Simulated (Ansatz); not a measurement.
## One atom moved along a line in Pd

All numbers below come from DFT PBE, scalar-relativistic, plane waves, PAW in Ansatz 0.2.0. Settings: plane waves to 420 eV, k-mesh 18×18×6 (Γ-centred), Gaussian smearing 0.15 eV. No spin polarisation. Energies are free energies at this smearing, counted from the undisturbed cell; pressure is positive in compression.

The undisturbed cell (relaxed at this level; with this scan's settings it stands at 0.1 GPa; this form isn't the usual structure):

```
Pd
1.0
     2.77971    0.00000    0.00000
    -1.38986    2.40730    0.00000
     0.00000    0.00000    9.17869
Pd
4
Direct
  0.00000 0.00000 0.00000
  0.33333 0.66667 0.25000
  0.00000 0.00000 0.50000
  0.66667 0.33333 0.75000
```

Atom 2 (Pd) is moved by x along the Cartesian unit vector (-0.705, -0.407, -0.582); the cell and all other atoms stay fixed. The cell is metallic on the mesh throughout.

(x (Å), ΔE (meV/cell)): (-0.6000, 1039.6), (-0.2000, 81.7), (0.0000, 0.0), (0.4000, 309.0)

Cost: 4 runs of about 4.6 core-minutes in all, on Arm Neoverse V2 (shared hosts).